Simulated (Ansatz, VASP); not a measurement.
Given: the input of a run of Ansatz 0.2.0 on PbS.

input.yaml

```yaml
crystal:
  lattice:
    - [4.0062110427, 0.0, 0.0]
    - [-2.0031055213, 3.469480536, 0.0]
    - [0.0, 0.0, 3.7108357707]
  atoms:
    - { symbol: Pb, position: [0.0, 0.0, 0.0] }
    - { symbol: S, position: [0.6666666667, 0.3333333333, 0.5] }
kpoints:
  mp_grid: { grid: [8, 8, 7] }
scf:
  occupations: { method: fermi_dirac, width: 0.05 }
hamiltonian:
  xc: lda
  pseudopotentials: { kind: all_electron, lapw: { basis_error: 0.001 } }
output:
  forces: true
  stress: true
  eigenvalues: true
```

Potentials or basis: all-electron LAPW, scalar-relativistic.

Launch:

```bash
$ ansatz run input.yaml --threads 1 --pin off --max-ram 3072MiB --backend cpu --events-out ev --progress --plain --runs-dir out
```

Translate it to VASP 6.6.1. Potentials there: VASP PAW LDA potentials, release 64 (Pb_d, S).

As run (the cutoff follows the program's own potentials):

File INCAR:

```
PREC = Accurate
ENCUT = 520
EDIFF = 1E-7
ISMEAR = -1
SIGMA = 0.05
LREAL = False
LASPH = True
NELM = 60
ALGO = Normal
ISIF = 2
LWAVE = False
LCHARG = True
LELF = True
LVHAR = True
NBANDS = 17
```

File KPOINTS:

```
regular mesh
0
Gamma
  8 8 7
```

File POSCAR:

```
PbS
1.0
    4.0062110427      0.0000000000      0.0000000000
   -2.0031055213      3.4694805360      0.0000000000
    0.0000000000      0.0000000000      3.7108357707
Pb S
1 1
Direct
    0.0000000000      0.0000000000      0.0000000000
    0.6666666667      0.3333333333      0.5000000000
```

Potentials or basis: VASP PAW LDA potentials, release 64 (Pb_d, S).

Launch:

```sh
$ cat potpaw_LDA.64/Pb_d/POTCAR potpaw_LDA.64/S/POTCAR > POTCAR
$ mpirun -np 1 vasp_std > vasp.out
```

Both were run:

|  | VASP | Ansatz | Ansatz less VASP |
| --- | --- | --- | --- |
| gap on the k mesh at the Fermi level (eV) | none | none | - |
| pressure (GPa) | -1.4 | -1.5 | -0.03 |
| largest component of the traceless stress (GPa) | 0.48 | 0.44 | -0.039 |

A gap of «none» marks a metal or a gap that the smearing closes. Ansatz ran all-electron here, so the differences hold the error of VASP's frozen core and of both bases.

Spin-orbit coupling is left out, which matters for the levels of Pb.
